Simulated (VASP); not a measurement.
# AlN (Fm-3m) in VASP: notebook

One crystal, AlN, is run at these levels: PBEsol; tasks: relaxation of cell and atoms.

Program: VASP 6.6.1. These are calculated values, not measurements. Logs are shortened: lines on timing, memory, paths and dates and some standing lists are left out, and cuts for length are marked.

## (1) The structure

Symmetry: Fm-3m, No. 225, cubic system. The conventional cell has a = 4.069 Å, b = 4.069 Å, c = 4.069 Å, α = 90.00°, β = 90.00°, γ = 90.00°. Around Al (site symmetry m-3m) lie 6 N at 2.03 Å. N (site symmetry m-3m) is surrounded by 6 Al at 2.03 Å.

Measurements of this composition are mostly on another form, of space group No. 186.

## (2) Relaxation of cell and atoms, PBEsol, target pressure 20 GPa, at which the enthalpy is minimised

File INCAR:

```
PREC = Accurate
ENCUT = 520
EDIFF = 1E-7
ISMEAR = 0
SIGMA = 0.1
LREAL = F
LASPH = T
NELM = 100
ALGO = Normal
ISIF = 3
LWAVE = F
LCHARG = F
GGA = PS
IBRION = 2
NSW = 80
EDIFFG = -0.002
PSTRESS = 200.0
```

File KPOINTS:

```
regular mesh
0
Gamma
  4 4 4
```

File POSCAR:

```
AlN
1.0
    0.0000000000      2.0345180000      2.0345180000
    2.0345180000      0.0000000000      2.0345180000
    2.0345180000      2.0345180000      0.0000000000
Al N
1 1
Direct
    0.5000000000      0.5000000000      0.5000000000
    0.0000000000      0.0000000000      0.0000000000
```

Potentials or basis: VASP PAW PBE potentials, release 64 (Al, N).

Started as:

```sh
> cat potpaw_PBE.64/Al/POTCAR potpaw_PBE.64/N/POTCAR > POTCAR
> mpirun -np 1 vasp_std > vasp.out
```

OUTCAR:

```text
PREC = Accurate
   ENCUT = 520
   EDIFF = 1E-7
   ISMEAR = 0
   LREAL = F
   LASPH = T
   NELM = 100
   ISIF = 3
   GGA = PS
   IBRION = 2
   NSW = 80
   EDIFFG = -0.002
   PSTRESS = 200.0

 ion  position               nearest neighbor table
   1  0.500  0.500  0.500-   2 2.03   2 2.03   2 2.03   2 2.03   2 2.03   2 2.03
   2  0.000  0.000  0.000-   1 2.03   1 2.03   1 2.03   1 2.03   1 2.03   1 2.03

  LATTYP: Found a face centered cubic cell.
 ALAT       =     4.0690360000

  Lattice vectors:

 A1 = (   0.0000000000,   2.0345180000,   2.0345180000)
 A2 = (   2.0345180000,   0.0000000000,   2.0345180000)
 A3 = (   2.0345180000,   2.0345180000,   0.0000000000)

Analysis of symmetry for initial positions (statically):
=====================================================================
 Subroutine PRICEL returns:
 Original cell was already a primitive cell.

 Routine SETGRP: Setting up the symmetry group for a
 face centered cubic supercell.

 Subroutine GETGRP returns: Found 48 space group operations
 (whereof 48 operations were pure point group operations)
 out of a pool of 48 trial point group operations.

The static configuration has the point symmetry O_h .

Analysis of symmetry for dynamics (positions and initial velocities):
=====================================================================
 Subroutine PRICEL returns:
 Original cell was already a primitive cell.

 Routine SETGRP: Setting up the symmetry group for a
 face centered cubic supercell.

 Subroutine GETGRP returns: Found 48 space group operations
 (whereof 48 operations were pure point group operations)
 out of a pool of 48 trial point group operations.

The dynamic configuration has the point symmetry O_h .

 Subroutine INISYM returns: Found 48 space group operations
 (whereof 48 operations are pure point group operations),
 and found     1 'primitive' translations

----------------------------------------------------------------------------------------

                                     Primitive cell

  volume of cell :      16.8428

  direct lattice vectors                    reciprocal lattice vectors
     0.000000000  2.034518000  2.034518000    -0.245758455  0.245758455  0.245758455
     2.034518000  0.000000000  2.034518000     0.245758455 -0.245758455  0.245758455
     2.034518000  2.034518000  0.000000000     0.245758455  0.245758455 -0.245758455
[... 56 lines left out ...]
   NGXF,Y,Z  is equivalent  to a cutoff of  27.73, 27.73, 27.73 a.u.
 SYSTEM =  unknown system
   PREC   = accura    normal or accurate (medium, high low for compatibility)
   ISTART =      0    job   : 0-new  1-cont  2-samecut
   ICHARG =      2    charge: 1-file 2-atom 10-const
   ISPIN  =      1    spin polarized calculation?
   LNONCOLLINEAR =      F non collinear calculations
   LSORBIT =      F    spin-orbit coupling
   LASPH  =      T    aspherical Exc in radial PAW
   ENCUT  =  520.0 eV  38.22 Ry    6.18 a.u.   5.35  5.35  5.35*2*pi/ulx,y,z
   NELM   =    100;   NELMIN=  2; NELMDL= -5     # of ELM steps
   EDIFF  = 0.1E-06   stopping-criterion for ELM
   LREAL  =      F    real-space projection
   EDIFFG = -.2E-02   stopping-criterion for IOM
   NSW    =     80    number of steps for IOM
   IBRION =      2    ionic relax: 0-MD 1-quasi-New 2-CG
   NFREE  =      1    steps in history (QN), initial steepest desc. (CG)
   ISIF   =      3    stress and relaxation
   ISYM   =      2    0-nonsym 1-usesym 2-fastsym
   POTIM  = 0.5000    time-step for ionic-motion
   TEBEG  =    0.0;   TEEND  =   0.0 temperature during run
   PSTRESS=  200.0 pullay stress
   NELECT =       8.0000    total number of electrons
   NUPDOWN=      -1.0000    fix difference up-down
   EMIN   =  10.00;   EMAX   =-10.00  energy-range for DOS
   EFERMI =   0.00;   METHOD = LEGACY
   ISMEAR =     0;   SIGMA  =   0.10  broadening in eV -4-tet -1-fermi 0-gaus
   EFERMI_NEDOS =   21; number of points for ismear=-14 and -15
   IALGO  =     38    algorithm
   IMIX   =      4    mixing-type and parameters
     AMIX     =   0.40;   BMIX     =  1.00
     AMIX_MAG =   1.60;   BMIX_MAG =  1.00
  volume/ion in A,a.u.               =       8.42        56.83
  Fermi-wavevector in a.u.,A,eV,Ry     =   1.277321  2.413786 22.198561  1.631548
  Thomas-Fermi vector in A             =   2.409927
   LORBIT       =      0    0 simple, 1 ext, 2 COOP (PROOUT), +10 PAW based schemes
   GGA     = PS    functional components
   LHFCALC =     F    Hartree Fock is set to
   AEXX    =    0.0000 exact exchange contribution
   IVDW    =     0    specifies the selected vdW correction
   LEPSILON=     F    determine dielectric tensor
   LRPA    =     F    only Hartree local field effects (RPA)
 conjugate gradient relaxation of ions
 non-spin polarized calculation
 Gauss-broadening in eV      SIGMA  =   0.10
  energy-cutoff  :      520.00
  volume of cell :       16.84
 maximum number of plane-waves:       465
 NGX is ok and might be reduce to    24
   NGX = 11   NGY = 11   NGZ = 11

--------------------------------------- Ionic step        1  -------------------------------------------

 number of electron       7.9999999 magnetization

 Free energy of the ion-electron system (eV)
  ---------------------------------------------------
  ext. energy  EPLUGINS =         0.00000000
  ---------------------------------------------------
  free energy    TOTEN  =       -15.35906828 eV

  energy without entropy =      -15.35906828  energy(sigma->0) =      -15.35906828

------------------------ aborting loop because EDIFF is reached ----------------------------------------

  FORCE on cell =-STRESS in cart. coord.  units (eV):
  Direction    XX          YY          ZZ          XY          YZ          ZX
  --------------------------------------------------------------------------------------
  -------------------------------------------------------------------------------------
  Total       -0.4730435     -0.4730435     -0.4730435     -0.0000000     -0.0000000      0.0000000
  in kB      -44.9983972    -44.9983972    -44.9983972     -0.0000000     -0.0000000      0.0000000
  external PRESSURE =    -244.9983972 kB  Pullay stress =     200.0000000 kB
[... 215 lines left out ...]
--------------------------------------- Ionic step        7  -------------------------------------------

 number of electron       8.0000000 magnetization

 Free energy of the ion-electron system (eV)
  ---------------------------------------------------
  ext. energy  EPLUGINS =         0.00000000
  ---------------------------------------------------
  free energy    TOTEN  =       -15.30051533 eV

  energy without entropy =      -15.30051533  energy(sigma->0) =      -15.30051533

 E-fermi :  11.3399     XC(G=0): -12.7539

 val. band max:       10.8055997241   @ k =   0.0000   0.0000   0.0000
 cond. band min:      15.7686578317   @ k =   0.5000   0.5000   0.0000
 fundamental gap:      4.9630581076
 Fermi energy:        11.3398892092

 k-point     1 :       0.0000    0.0000    0.0000
  band No.  band energies     occupation
      1      -7.3749      2.00000
      2      10.8056      2.00000
      3      10.8056      2.00000
      4      10.8056      2.00000
      5      17.4201      0.00000
      6      22.9801      0.00000
      7      22.9801      0.00000
      8      22.9801      0.00000
[... 108 lines left out ...]
  energy  without entropy=      -15.3005153252  energy(sigma->0) =      -15.30051533

  enthalpy is  TOTEN    =       -13.3671194234 eV   P V=        1.9333959018

 reached required accuracy - stopping structural energy minimisation
```

Run time: 5 s. Hardware: 1 thread of Intel Xeon 6975P-C (Granite Rapids), shared host; peak memory 0.13 GiB.

Results:

* Free energy: -15.3005 eV
* Relaxed volume: 7.74 Å³/atom
* Relaxed cell: a = 2.798 Å, b = 2.798 Å, c = 2.798 Å, α = 60.00°, β = 60.00°, γ = 60.00°
* Space group after relaxing (to 0.05 Å): Fm-3m (No. 225)
* Energy change on relaxing (the enthalpy is what falls): +29.3 meV/atom
* Ionic steps: 7
* Pressure after relaxing: 20.0 GPa
* Band gap on the k mesh: 4.96 eV, indirect (least direct gap 6.61 eV)

Step by step:
```tsv
step	energy change (eV)	largest force (eV/Å)	pressure (GPa)	volume (Å³)
1	0.0000	0.0000	-4.50	16.84
2	0.4642	0.0000	65.28	13.89
3	0.0544	0.0000	19.27	15.52
4	0.0581	0.0000	19.92	15.49
5	0.0614	0.0000	20.50	15.47
6	0.0554	0.0000	19.44	15.51
7	0.0586	0.0000	20.01	15.49
```

Final structure:
```
Al N
1.0
     0.00000    1.97844    1.97844
     1.97844    0.00000    1.97844
     1.97844    1.97844    0.00000
Al N
1 1
Direct
  0.50000 0.50000 0.50000
  0.00000 0.00000 0.00000
```

Levels at points of the mesh, in eV from the valence-band top:
| k point | band 1 | band 2 | band 3 | band 4 | band 5 | band 6 | band 7 | band 8 |
| --- | --- | --- | --- | --- | --- | --- | --- | --- |
| (0.00, 0.00, 0.00) | -18.18 | 0.00 | 0.00 | 0.00 | 6.61 | 12.17 | 12.17 | 12.17 |
| (0.50, 0.00, 0.00) | -14.60 | -8.83 | -1.22 | -1.22 | 6.42 | 11.38 | 11.38 | 14.22 |
| (0.50, 0.50, 0.00) | -13.50 | -7.93 | -3.01 | -3.01 | 4.96 | 5.14 | 14.77 | 18.17 |

Caveat: the k mesh is coarse (spacing up to 0.67 Å⁻¹), so the values aren't converged; the cell is relaxed towards a set pressure, so the enthalpy falls and the energy may rise; the PAW data sets were made with another functional, which shifts forces and pressure a little. A k mesh can miss the band edges.

## (3) Relaxation of cell and atoms, PBEsol, target pressure 20 GPa, at which the enthalpy is minimised

This run uses another cell than the first one, of 7.74 Å³/atom, 0.920 times its volume.

INCAR is that of step 2.

KPOINTS is that of step 2.

File POSCAR:

```
AlN                                     
1.0
   -0.0000000000      1.9784441498      1.9784441498
    1.9784441498     -0.0000000000      1.9784441498
    1.9784441498      1.9784441498     -0.0000000000
  Al              N             
     1     1
Direct
     0.5000000000000000    0.5000000000000000    0.5000000000000000
     0.0000000000000000    0.0000000000000000    0.0000000000000000
```

Potentials or basis: VASP PAW PBE potentials, release 64 (Al, N).

Started as:

```sh
> cat potpaw_PBE.64/Al/POTCAR potpaw_PBE.64/N/POTCAR > POTCAR
> mpirun -np 1 vasp_std > vasp.out
```

OUTCAR:

```text
PREC = Accurate
   ENCUT = 520
   EDIFF = 1E-7
   ISMEAR = 0
   LREAL = F
   LASPH = T
   NELM = 100
   ISIF = 3
   GGA = PS
   IBRION = 2
   NSW = 80
   EDIFFG = -0.002
   PSTRESS = 200.0

 ion  position               nearest neighbor table
   1  0.500  0.500  0.500-   2 1.98   2 1.98   2 1.98   2 1.98   2 1.98   2 1.98
   2  0.000  0.000  0.000-   1 1.98   1 1.98   1 1.98   1 1.98   1 1.98   1 1.98

  LATTYP: Found a face centered cubic cell.
 ALAT       =     3.9568882996

  Lattice vectors:

 A1 = (   0.0000000000,   1.9784441498,   1.9784441498)
 A2 = (   1.9784441498,   0.0000000000,   1.9784441498)
 A3 = (   1.9784441498,   1.9784441498,   0.0000000000)

Analysis of symmetry for initial positions (statically):
=====================================================================
 Subroutine PRICEL returns:
 Original cell was already a primitive cell.

 Routine SETGRP: Setting up the symmetry group for a
 face centered cubic supercell.

 Subroutine GETGRP returns: Found 48 space group operations
 (whereof 48 operations were pure point group operations)
[... 156 lines left out ...]

 k-point     1 :       0.0000    0.0000    0.0000
  band No.  band energies     occupation
      1      -7.3747      2.00000
      2      10.8056      2.00000
      3      10.8056      2.00000
      4      10.8056      2.00000
      5      17.4205      0.00000
      6      22.9802      0.00000
      7      22.9802      0.00000
      8      22.9802      0.00000
[... 67 lines left out ...]
 k-point     8 :      -0.2500    0.5000    0.2500
  band No.  band energies     occupation
      1      -2.5135      2.00000
      2       4.6502      2.00000
      3       4.6502      2.00000
      4       6.6627      2.00000
      5      19.5257      0.00000
      6      21.7384      0.00000
      7      21.7384      0.00000
      8      23.7436      0.00000

------------------------ aborting loop because EDIFF is reached ----------------------------------------

  FORCE on cell =-STRESS in cart. coord.  units (eV):
  Direction    XX          YY          ZZ          XY          YZ          ZX
  --------------------------------------------------------------------------------------
  -------------------------------------------------------------------------------------
  Total        1.9349106      1.9349106      1.9349106      0.0000000      0.0000000      0.0000000
  in kB      200.1566848    200.1566848    200.1566848      0.0000000      0.0000000      0.0000000
  external PRESSURE =       0.1566848 kB  Pullay stress =     200.0000000 kB

 VOLUME and BASIS-vectors are now :
 -----------------------------------------------------------------------------
  energy-cutoff  :      520.00
  volume of cell :       15.49
      direct lattice vectors                 reciprocal lattice vectors
     0.000000000  1.978444150  1.978444150    -0.252723839  0.252723839  0.252723839
     1.978444150  0.000000000  1.978444150     0.252723839 -0.252723839  0.252723839
     1.978444150  1.978444150  0.000000000     0.252723839  0.252723839 -0.252723839

 POSITION                                       TOTAL-FORCE (eV/Angst)
 -----------------------------------------------------------------------------------
      1.97844      1.97844      1.97844         0.000000      0.000000      0.000000
      0.00000      0.00000      0.00000         0.000000     -0.000000     -0.000000
 -----------------------------------------------------------------------------------
    total drift:                                0.000000     -0.000000     -0.000000

  FREE ENERGIE OF THE ION-ELECTRON SYSTEM (eV)
  ---------------------------------------------------
  free  energy   TOTEN  =       -15.2993807796 eV

  energy  without entropy=      -15.2993807796  energy(sigma->0) =      -15.29938078

  enthalpy is  TOTEN    =       -13.3659848777 eV   P V=        1.9333959018

 reached required accuracy - stopping structural energy minimisation
```

Wall time 1.4 s (1 thread of Intel Xeon 6975P-C (Granite Rapids), shared host); peak memory 0.12 GiB.

Results:

- Free energy: -15.2994 eV
- Pressure after relaxing: 20.0 GPa
- Band gap on the k mesh: 4.96 eV, indirect (least direct gap 6.61 eV)

Final structure:
```
CELL_PARAMETERS angstrom
0.00000 1.97844 1.97844
1.97844 0.00000 1.97844
1.97844 1.97844 0.00000
ATOMIC_POSITIONS crystal
Al 0.50000 0.50000 0.50000
N 0.00000 0.00000 0.00000
```

Levels at points of the mesh, in eV from the valence-band top:
```
           k point  band 1  band 2  band 3  band 4  band 5  band 6  band 7  band 8
(0.00, 0.00, 0.00)  -18.18    0.00    0.00    0.00    6.61   12.17   12.17   12.17
(0.50, 0.00, 0.00)  -14.60   -8.83   -1.22   -1.22    6.42   11.38   11.38   14.22
(0.50, 0.50, 0.00)  -13.50   -7.93   -3.01   -3.01    4.96    5.14   14.77   18.17
```

Caveat: the k mesh is coarse (spacing up to 0.69 Å⁻¹), so the values aren't converged; the relaxation stopped at its first step, so nothing moved; the cell is relaxed towards a set pressure, so the enthalpy falls and the energy may rise; the PAW data sets were made with another functional, which shifts forces and pressure a little. A k mesh can miss the band edges.
